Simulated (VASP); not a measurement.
# CoO: single point with PBE0(alpha)

Crystal: CoO.

```
CELL_PARAMETERS angstrom
-1.50800 1.50800 2.10725
1.50800 -1.50800 2.10725
1.50800 1.50800 -2.10725
ATOMIC_POSITIONS crystal
Co 0.00000 0.00000 0.00000
O 0.50000 0.50000 0.00000
```

```json
{
 "Program": "VASP 6.6.1",
 "Task": "single point",
 "Functional": "PBE0(alpha)",
 "Potentials or basis": "VASP PAW PBE potentials, release 64 (Co, O)",
 "Cutoff": "520 eV",
 "k mesh": "6 × 6 × 6",
 "Occupations": "fermi-dirac, width 0.05 eV",
 "Spin": "collinear spin, ferromagnetic start",
 "Starting moments": "[2.0, 0.0] μB",
 "Share of exact exchange": "0.25",
 "Grid for exact exchange (PRECFOCK)": "Fast",
 "Exchange at q = 0": "truncated",
 "Further INCAR settings": "ALGO = Normal; EDIFF = 1e-06"
}
```

- Pressure: -5.8 GPa
- Band gap on the k mesh: none (metal or under the smearing width)
- Net moment: 3.00 μB per cell
- Site moments: Co +2.73; O +0.25 μB
- Valence electrons inside the program's atomic spheres: Co 7.74; O 5.05

Stress tensor (GPa, compression positive):
```
 -3.69   0.00   0.00
  0.00  -3.69   0.00
  0.00   0.00 -10.10
```

Levels at points of the mesh, in eV from the Fermi level:
Spin up:
| k point | band 7 | band 8 | band 9 | band 10 | band 11 | band 12 |
| --- | --- | --- | --- | --- | --- | --- |
| (0.00, 0.00, 0.00) | -4.64 | -4.47 | -4.47 | 1.98 | 18.04 | 19.24 |
| (0.50, 0.00, 0.00) | -4.54 | -2.09 | -1.97 | 6.05 | 11.08 | 14.64 |
| (0.50, 0.50, 0.00) | -5.71 | -5.69 | -4.69 | 7.07 | 11.42 | 12.41 |
| (0.50, 0.50, 0.50) | -5.90 | -5.72 | -5.72 | 7.11 | 11.49 | 12.58 |
Spin down:
```tsv
k point	band 2	band 3	band 4	band 5	band 6	band 7	band 8	band 9	band 10	band 11
(0.00, 0.00, 0.00)	-3.82	-3.68	-3.68	-3.68	-1.85	-1.85	1.98	2.54	2.71	17.77
(0.50, 0.00, 0.00)	-9.44	-5.95	-5.76	-2.62	-0.30	0.69	4.99	5.51	6.24	11.97
(0.50, 0.50, 0.00)	-8.09	-5.19	-5.10	-3.30	-2.68	1.03	2.71	3.81	7.96	11.88
(0.50, 0.50, 0.50)	-8.08	-5.21	-5.21	-4.90	1.02	1.02	3.19	3.40	8.01	12.05
```

Run time: 20 min on 1 thread of Intel(R) Xeon(R) 6975P-C (Granite Rapids), on a shared host, peak memory 0.16 GiB.

Caveat: the k mesh is coarse (spacing up to 0.49 Å⁻¹), so the values aren't converged, least of all with exact exchange; the PAW data sets were made with another functional, which shifts forces and pressure a little; a cell with one magnetic atom can't hold antiferromagnetic order, which such compounds often take.
